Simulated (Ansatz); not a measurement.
## Structure relaxation of As

Method: DFT PBE, scalar-relativistic, plane waves, PAW (Ansatz). Cutoff 420 eV, Γ-centred k mesh, Gaussian smearing, no spin polarisation in the final step.

The start is a random cell of As without symmetry, drawn with lower limits on the distances.

```
CELL_PARAMETERS angstrom
4.83686 0.00000 0.00000
-0.51959 4.22474 0.00000
0.94426 -0.74463 3.36374
ATOMIC_POSITIONS crystal
As 0.87086 0.57377 0.11283
As 0.43953 0.15760 0.96794
As 0.75873 0.83992 0.99084
```

Cell and atoms relax at zero pressure; the relaxation can't lower the symmetry of the start. After a coarse first stage the cell is made exact in the group found at 0.06 Å.

Energies count from the standard state of As at the same level.

Q: Which crystal results?

A: It ends in Cmm2 (No. 35). Conventional cell: a = 3.478 Å, b = 10.105 Å, c = 4.332 Å. As on Wyckoff site e (2 atoms of the primitive cell) is coordinated by 2 As at 2.44 Å, 1 As at 2.62 Å and 1 As at 2.86 Å; around As on Wyckoff site a (1 atom of the primitive cell) lie 2 As at 2.62 Å and 2 As at 2.86 Å.

```xyz
3
Lattice="1.7389 -5.0524 0.0000 1.7389 5.0524 0.0000 0.0000 0.0000 4.3318" Properties=species:S:1:pos:R:3 pbc="T T T"
As    1.7389   -3.3812    3.6594
As    0.0000    0.0000    1.6454
As    1.7389    3.3812    3.6594
```

Q: What are its volume, energy, density and gap?

A: The volume per atom is 25.37 Å³. The density is 4.90 g/cm³, the energy over the standard structure is 0.25 eV/atom and the gap on the 14×14×12 mesh is 0 eV (a metal).

The final run used a 14×14×12 mesh on its 3-atom cell and 0.10 eV smearing. For metals, differences of a few meV/atom aren't resolved. A structure relaxed within its symmetry needn't be a true minimum. The steps took about 13 core-minutes in all.